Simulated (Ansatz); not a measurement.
# S: the change of pressure and energy above lowest point with volume per atom

Results calculated with Ansatz 0.2.0 development build, not measured. Equation of state of a cubic crystal from periodic Kohn-Sham density functional theory without spin; pressure corrected for the finite basis.

Cell of the first row (space group Fm-3m, No. 225):
```
CELL_PARAMETERS angstrom
0.00000 1.95440 1.95440
1.95440 0.00000 1.95440
1.95440 1.95440 0.00000
ATOMIC_POSITIONS crystal
S 0.00000 0.00000 0.00000
```

Settings of every row: formula S; structure type fcc; functional PBE; spin treatment none; k mesh 47x47x47; occupation method fermi-dirac; occupation width 0.061225619 eV; wave cutoff 420 eV; datasets soft-1 PAW; density cutoff ratio 4.

Limits: a cubic model structure, not a phase known at ambient conditions.

```
row  volume per atom (Å³)  pressure (GPa)  energy above lowest point (meV/atom)
  1                 14.93               ?                                     ?
  2                15.248           3.441                                  6.45
  3                15.565           1.595                                  1.49
  4                15.883          -0.064                                     0
  5                16.201          -1.556                                  1.63
  6                16.518          -2.897                                  6.07
  7                16.836          -4.103                                 13.04
```

Question: what pressure and energy above lowest point should row 1 give?

Worked fit of pressure. Take u = (V_r/V)^(2/3) − 1 with V_r = 16.042 Å³ an atom, which is twice the finite (Eulerian) strain; such expansions in the strain, on which the Birch-Murnaghan equation of state is built, carry the rest volume and the bulk modulus. The shown rows have u = 0.03442, 0.02033, 0.00666, -0.00655, -0.0193, -0.03169. Least squares give pressure = −0.8314 + 113.183 × u + 315.58 × u² GPa; a straight line predicts inner rows, each left out in turn, worse (root mean square 0.13 against 0.0045 GPa). The rows lie off it by 0.003, -0.005, 0.000, 0.003, 0.001, -0.002 (root mean square 0.0028 GPa). The pressure vanishes at u = 0.0072, or V = 15.87 Å³ an atom, and there the bulk modulus at fixed shape and fractions is B = −V dP/dV = (2/3)(1 + u) dP/du = 79.1 GPa. The withheld row has u = 0.04906, so the fit gives −0.8314 + 113.183 × (0.04906) + 315.58 × (0.04906)² = 5.481 GPa.

The calculation gave 5.494 GPa. The fit lies 0.013 GPa (0.14 % of the column's range) below it; its largest miss of a shown row is 0.005 GPa. This row lies beyond the range of the fit.

Worked fit of energy above lowest point. Take u = (V_r/V)^(2/3) − 1 with V_r = 16.042 Å³ an atom, which is twice the finite (Eulerian) strain; such expansions in the strain, on which the Birch-Murnaghan equation of state is built, carry the rest volume and the bulk modulus. The shown rows have u = 0.03442, 0.02033, 0.00666, -0.00655, -0.0193, -0.03169. Least squares give energy above lowest point = 0.445 − 124.98 × u + 8646.7 × u² + 1528 × u³ meV/atom; a parabola predicts inner rows, each left out in turn, worse (root mean square 0.018 against 0.0061 meV/atom). All shown rows lie on it to the printed digit. Its lowest point lies at u = 0.0072, or V = 15.87 Å³ an atom, and the curvature there gives the bulk modulus at fixed shape and fractions, B = (4/9)(1 + u)² E″(u)/V = 79 GPa. The withheld row has u = 0.04906, so the fit gives 0.445 − 124.98 × (0.04906) + 8646.7 × (0.04906)² + 1528 × (0.04906)³ = 15.31 meV/atom.

The calculation gave 15.27 meV/atom. The fit lies 0.04 meV/atom (0.26 % of the column's range) above it; its largest miss of a shown row is 0.00 meV/atom. This row lies beyond the range of the fit.
